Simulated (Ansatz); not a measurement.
Phonon spectrum of Cs

Level of theory: Ansatz, DFT PBE, scalar-relativistic, plane waves, PAW. Settings: 420 eV plane-wave cutoff, Γ-centred 12×12×12 mesh, Fermi-Dirac smearing of 0.15 eV. No spin polarisation. Phonons by linear response, acoustic sum rule imposed.

The cell, relaxed at this level:
```yaml
crystal:
  lattice:
    - [5.04331, 0.00000, 0.00000]
    - [0.00000, 5.04331, 0.00000]
    - [0.00000, 0.00000, 5.03608]
  atoms:
    - { symbol: Cs, position: [0.50000, 0.50000, 0.50000] }
```

The structure comes from a generated guess, relaxed at this level; another structure or a mixture of phases may lie lower. In a metal, frequencies and elastic constants depend on the k mesh and the smearing, soft modes and shear constants most. Some empty bands missed the eigensolver's threshold. Spin–orbit coupling is left out, which matters for heavy elements. This form isn't the element's ground state: it lies 93 meV/atom above the standard structure at this level.

Force constants from linear response on a 2×2×2 q mesh.

Question: Is the structure dynamically stable on this mesh?

Answer: No: at q = (0.000, -0.500, -0.500) a mode is imaginary, 19i cm⁻¹.

Question: Give the frequencies (cm⁻¹; i marks imaginary ones) at the irreducible q points, in fractions of the reciprocal vectors.

Answer:
```json
{"q": "0.000 0.000 0.000", "star": "1", "frequencies": "0 0 0"}
{"q": "0.000 0.000 -0.500", "star": "1", "frequencies": "14i 14i 34"}
{"q": "0.000 -0.500 0.000", "star": "2", "frequencies": "14i 14i 34"}
{"q": "0.000 -0.500 -0.500", "star": "2", "frequencies": "19i 35 35"}
{"q": "-0.500 -0.500 0.000", "star": "1", "frequencies": "19i 35 35"}
{"q": "-0.500 -0.500 -0.500", "star": "1", "frequencies": "33 33 33"}
```
